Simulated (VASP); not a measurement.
# AsH3 in VASP: a series of runs

One molecule, AsH3, is run at these levels: PBEsol, PBE+D3, PBE+D4; tasks: single point.

Program: VASP 6.6.1. These are calculated values, not measurements. Logs are shortened: lines on timing, memory, paths and dates and some standing lists are left out, and cuts for length are marked.

### Step 1. Starting point

The cell holds a molecule in a box, 4 atoms: a = 12.557 Å, b = 13.057 Å, c = 13.557 Å, α = 90.00°, β = 90.00°, γ = 90.00°.

### Step 2. Single point, PBEsol

File INCAR:

```
SYSTEM = AsH3
PREC = Accurate
ENCUT = 400
EDIFF = 1E-7
ISMEAR = 0
SIGMA = 0.01
LREAL = .FALSE.
LASPH = .TRUE.
NELM = 80
ALGO = Normal
ISIF = 2
LWAVE = .FALSE.
LCHARG = .FALSE.
GGA = PS
NBANDS = 12
ISYM = 0
```

File KPOINTS:

```
Automatic mesh
0
G
  1 1 1
  0 0 0
```

File POSCAR:

```
AsH3                                    
1.0
   12.5572003111      0.0000000000      0.0000000000
    0.0000000000     13.0572003111      0.0000000000
    0.0000000000      0.0000000000     13.5572003111
  As              H             
     1     3
Selective dynamics
Direct
     0.5242353622000024    0.5072092103999992    0.4572508723000013   F   F   F
     0.5232520820333039    0.4114908037455250    0.5235243882956855   T   T   T
     0.5477478238870046    0.5751597638262167    0.5474368768548691   T   T   T
     0.4038029111756331    0.5213238326008973    0.4734786744177568   T   T   T
```

Potentials or basis: VASP PAW PBE potentials, release 64 (As, H).

Launch:

```
$ cat potpaw_PBE.64/As/POTCAR potpaw_PBE.64/H/POTCAR > POTCAR
$ mpirun -np 4 vasp_gam > vasp.out
```

OUTCAR:

```text
SYSTEM = AsH3
   PREC = Accurate
   ENCUT = 400
   EDIFF = 1E-7
   ISMEAR = 0
   LREAL = .FALSE.
   LASPH = .TRUE.
   NELM = 80
   ISIF = 2
   GGA = PS
   ISYM = 0

 ion  position               nearest neighbor table
   1  0.524  0.507  0.457-   3 1.54   4 1.54   2 1.54
   2  0.523  0.411  0.524-   1 1.54
   3  0.548  0.575  0.547-   1 1.54
   4  0.404  0.521  0.473-   1 1.54

IMPORTANT INFORMATION: All symmetrisations will be switched off!
NOSYMM: (Re-)initialisation of all symmetry stuff for point group C_1.

----------------------------------------------------------------------------------------

                                     Primitive cell

  volume of cell :    2222.8640

  direct lattice vectors                    reciprocal lattice vectors
    12.557200311  0.000000000  0.000000000     0.079635586  0.000000000  0.000000000
     0.000000000 13.057200311  0.000000000     0.000000000  0.076586096  0.000000000
     0.000000000  0.000000000 13.557200311     0.000000000  0.000000000  0.073761542

  length of vectors
    12.557200311 13.057200311 13.557200311     0.079635586  0.076586096  0.073761542

  position of ions in fractional coordinates (direct lattice)
     0.524235362  0.507209210  0.457250872
     0.523252082  0.411490804  0.523524388
     0.547747824  0.575159764  0.547436877
     0.403802911  0.521323833  0.473478674

  ion indices of the primitive-cell ions
   primitive index   ion index
                 1           1
                 2           2
                 3           3
                 4           4

----------------------------------------------------------------------------------------

 KPOINTS: Automatic mesh

Automatic generation of k-mesh.
 Grid dimensions read from file:
 generate k-points for:    1    1    1

 Generating k-lattice:

  Cartesian coordinates                     Fractional coordinates (reciprocal lattice)
     0.079635586  0.000000000  0.000000000     1.000000000  0.000000000  0.000000000
     0.000000000  0.076586096  0.000000000     0.000000000  1.000000000  0.000000000
     0.000000000  0.000000000  0.073761542     0.000000000  0.000000000  1.000000000

  Length of vectors
     0.079635586  0.076586096  0.073761542

  Shift w.r.t. Gamma in fractional coordinates (k-lattice)
     0.000000000  0.000000000  0.000000000

 Subroutine IBZKPT returns following result:
 ===========================================

 Found      1 irreducible k-points:

 Following reciprocal coordinates:
            Coordinates               Weight
  0.000000  0.000000  0.000000      1.000000
   k-points           NKPTS =      1   k-points in BZ     NKDIM =      1   number of bands    NBANDS=     12
   number of dos      NEDOS =    301   number of ions     NIONS =      4
   total plane-waves  NPLWV = 680400
   dimension x,y,z NGX =    84 NGY =   90 NGZ =   90
   dimension x,y,z NGXF=   168 NGYF=  180 NGZF=  180
   ions per type =               1   3
   NGX,Y,Z   is equivalent  to a cutoff of  11.12, 11.46, 11.04 a.u.
   NGXF,Y,Z  is equivalent  to a cutoff of  22.24, 22.92, 22.07 a.u.
 SYSTEM =  AsH3
   PREC   = accura    normal or accurate (medium, high low for compatibility)
   ISTART =      0    job   : 0-new  1-cont  2-samecut
   ICHARG =      2    charge: 1-file 2-atom 10-const
   ISPIN  =      1    spin polarized calculation?
   LNONCOLLINEAR =      F non collinear calculations
   LSORBIT =      F    spin-orbit coupling
   LASPH  =      T    aspherical Exc in radial PAW
   ENCUT  =  400.0 eV  29.40 Ry    5.42 a.u.  20.48 21.29 22.11*2*pi/ulx,y,z
   NELM   =     80;   NELMIN=  2; NELMDL= -5     # of ELM steps
   EDIFF  = 0.1E-06   stopping-criterion for ELM
   LREAL  =      F    real-space projection
   EDIFFG = 0.1E-05   stopping-criterion for IOM
   NSW    =      0    number of steps for IOM
   IBRION =     -1    ionic relax: 0-MD 1-quasi-New 2-CG
   NFREE  =      0    steps in history (QN), initial steepest desc. (CG)
   ISIF   =      2    stress and relaxation
   ISYM   =      0    0-nonsym 1-usesym 2-fastsym
   POTIM  = 0.5000    time-step for ionic-motion
   TEBEG  =    0.0;   TEEND  =   0.0 temperature during run
   PSTRESS=    0.0 pullay stress
   NELECT =       8.0000    total number of electrons
   NUPDOWN=      -1.0000    fix difference up-down
   EMIN   =  10.00;   EMAX   =-10.00  energy-range for DOS
   EFERMI =   0.00;   METHOD = LEGACY
   ISMEAR =     0;   SIGMA  =   0.01  broadening in eV -4-tet -1-fermi 0-gaus
   EFERMI_NEDOS =   21; number of points for ismear=-14 and -15
   IALGO  =     38    algorithm
   IMIX   =      4    mixing-type and parameters
     AMIX     =   0.40;   BMIX     =  1.00
     AMIX_MAG =   1.60;   BMIX_MAG =  1.00
  volume/ion in A,a.u.               =     555.72      3750.16
  Fermi-wavevector in a.u.,A,eV,Ry     =   0.250881  0.474096  0.856366  0.062941
  Thomas-Fermi vector in A             =   1.068040
   LORBIT       =      0    0 simple, 1 ext, 2 COOP (PROOUT), +10 PAW based schemes
   GGA     = PS    functional components
   LHFCALC =     F    Hartree Fock is set to
   AEXX    =    0.0000 exact exchange contribution
   IVDW    =     0    specifies the selected vdW correction
   LEPSILON=     F    determine dielectric tensor
   LRPA    =     F    only Hartree local field effects (RPA)
 non-spin polarized calculation
 Gauss-broadening in eV      SIGMA  =   0.01
  energy-cutoff  :      400.00
  volume of cell :     2222.86
 maximum number of plane-waves:     20182
 NGX is ok and might be reduce to    84
   NGX = 41   NGY = 43   NGZ = 45

 number of electron       8.0000000 magnetization

 Free energy of the ion-electron system (eV)
  ---------------------------------------------------
  ext. energy  EPLUGINS =         0.00000000
  ---------------------------------------------------
  free energy    TOTEN  =       -14.33494052 eV

  energy without entropy =      -14.33494052  energy(sigma->0) =      -14.33494052

 E-fermi :  -6.6621     XC(G=0):  -0.4382

 val. band max:       -6.7484012078   @ k =   0.0000   0.0000   0.0000
 cond. band min:      -0.7278804857   @ k =   0.0000   0.0000   0.0000
 fundamental gap:      6.0205207221
 Fermi energy:        -6.6620559370

 k-point     1 :       0.0000    0.0000    0.0000
  band No.  band energies     occupation
      1     -15.9448      2.00000
      2      -8.6511      2.00000
      3      -8.6511      2.00000
      4      -6.7484      2.00000
      5      -0.7279      0.00000
      6      -0.3511      0.00000
      7      -0.3382      0.00000
      8       0.3529      0.00000
      9       0.6154      0.00000
     10       0.6363      0.00000
     11       0.7105      0.00000
     12       0.7533      0.00000

------------------------ aborting loop because EDIFF is reached ----------------------------------------

  FORCE on cell =-STRESS in cart. coord.  units (eV):
  Direction    XX          YY          ZZ          XY          YZ          ZX
  --------------------------------------------------------------------------------------
  -------------------------------------------------------------------------------------
  Total       -0.2191533     -0.2128786     -0.2380144     -0.0009230      0.0026057      0.0139278
  in kB       -0.1579595     -0.1534368     -0.1715540     -0.0006653      0.0018781      0.0100388
  external PRESSURE =      -0.1609835 kB  Pullay stress =       0.0000000 kB

 VOLUME and BASIS-vectors are now :
 -----------------------------------------------------------------------------
  energy-cutoff  :      400.00
  volume of cell :     2222.86
      direct lattice vectors                 reciprocal lattice vectors
    12.557200311  0.000000000  0.000000000     0.079635586  0.000000000  0.000000000
     0.000000000 13.057200311  0.000000000     0.000000000  0.076586096  0.000000000
     0.000000000  0.000000000 13.557200311     0.000000000  0.000000000  0.073761542

 POSITION                                       TOTAL-FORCE (eV/Angst)
 -----------------------------------------------------------------------------------
      6.58293      6.62273      6.19904        -0.049082     -0.007747      0.093104
      6.57058      5.37292      7.09752         0.006705      0.031294     -0.034034
      6.87818      7.50998      7.42171        -0.000498     -0.020079     -0.041384
      5.07063      6.80703      6.41905         0.042876     -0.003468     -0.017686
 -----------------------------------------------------------------------------------
    total drift:                                0.000025      0.000007      0.000297

  FREE ENERGIE OF THE ION-ELECTRON SYSTEM (eV)
  ---------------------------------------------------
  free  energy   TOTEN  =       -14.3349405154 eV

  energy  without entropy=      -14.3349405154  energy(sigma->0) =      -14.33494052
```

It took 21 s on 4 MPI ranks of Intel Xeon Platinum 8488C (Sapphire Rapids), shared host; peak memory 0.43 GiB.

Results:

| Quantity | Value |
| --- | --- |
| Free energy | -14.3349 eV |
| Largest force | 0.106 eV/Å |
| Gap between the frontier levels | 6.02 eV |

Forces in eV/Å, atoms in the order of the input:
```
As  -0.049 -0.008  0.093
H    0.007  0.031 -0.034
H    0.000 -0.020 -0.041
H    0.043 -0.003 -0.018
```

Caveat: the PAW data sets were made with another functional, which shifts forces and pressure a little.

### Step 3. Single point, PBE+D3

INCAR: that of step 2 with these lines changed.

```diff
@@ -13,3 +13,4 @@
 LCHARG = .FALSE.
-GGA = PS
+GGA = PE
+IVDW = 11
 NBANDS = 12
```

KPOINTS is that of step 2.

POSCAR is that of step 2.

Potentials or basis: VASP PAW PBE potentials, release 64 (As, H).

Launch:

```
$ cat potpaw_PBE.64/As/POTCAR potpaw_PBE.64/H/POTCAR > POTCAR
$ mpirun -np 4 vasp_gam > vasp.out
```

It took 21 s on 4 MPI ranks of Intel Xeon Platinum 8488C (Sapphire Rapids), shared host; peak memory 0.43 GiB.

The run converged. Its results:

```
Free energy                     : -14.3937 eV
Largest force                   : 0.080 eV/Å
Gap between the frontier levels : 6.00 eV
Dispersion energy per atom      : -0.001 eV
```

Forces on the atoms (eV/Å):
```
As  -0.037 -0.006  0.071
H    0.018 -0.015 -0.022
H    0.023  0.016 -0.017
H   -0.004  0.005 -0.032
```

Levels at points of the mesh, in eV from the valence-band top:
```csv
k point,band 1,band 2,band 3,band 4,band 5,band 6,band 7,band 8,band 9
"(0.00, 0.00, 0.00)",-9.16,-1.92,-1.92,0.00,6.00,6.38,6.39,7.13,7.37
```

### Step 4. Single point, PBE+D4

INCAR: that of step 3 with these lines changed.

```diff
@@ -14,3 +14,3 @@
 GGA = PE
-IVDW = 11
+IVDW = 13
 NBANDS = 12
```

KPOINTS is that of step 3.

POSCAR is that of step 3.

Launch:

```
$ cat potpaw_PBE.64/As/POTCAR potpaw_PBE.64/H/POTCAR > POTCAR
$ mpirun -np 4 vasp_gam > vasp.out
```

It took 21 s on 4 MPI ranks of Intel Xeon Platinum 8488C (Sapphire Rapids), shared host; peak memory 0.43 GiB.

Results (log left out):

| Quantity | Value |
| --- | --- |
| Free energy | -14.4226 eV |
| Largest force | 0.080 eV/Å |
| Gap between the frontier levels | 6.00 eV |
| Dispersion energy per atom | -0.008 eV |

Forces in eV/Å, atoms in the order of the input:
```
As  -0.037 -0.006  0.070
H    0.016 -0.008 -0.023
H    0.019  0.010 -0.019
H    0.003  0.004 -0.028
```

Levels at points of the mesh, in eV from the valence-band top:
| k point | band 1 | band 2 | band 3 | band 4 | band 5 | band 6 | band 7 | band 8 | band 9 |
| --- | --- | --- | --- | --- | --- | --- | --- | --- | --- |
| (0.00, 0.00, 0.00) | -9.16 | -1.92 | -1.92 | 0.00 | 6.00 | 6.38 | 6.39 | 7.13 | 7.37 |

Expect the measured gap to be larger: semilocal functionals such as PBE lack the derivative discontinuity.

### Step 5. The runs side by side

```csv
level,gap on the mesh (eV),largest force (eV/Å)
PBEsol,6.02,0.11
PBE+D3,6.00,0.08
PBE+D4,6.00,0.08
```

Alike in all rows: task single point; potentials or basis VASP PAW PBE potentials, release 64 (As, H); no spin polarisation; cell as given; k mesh 1 × 1 × 1; cutoff (eV) 400; smearing gaussian 0.01 eV.

On the cell as given the gap runs from 6.00 eV (PBE+D3) to 6.02 eV (PBEsol).

Caveats: the PAW data sets were made with another functional, which shifts forces and pressure a little (some runs).

Absolute energies hang on the potentials; compare differences alone.
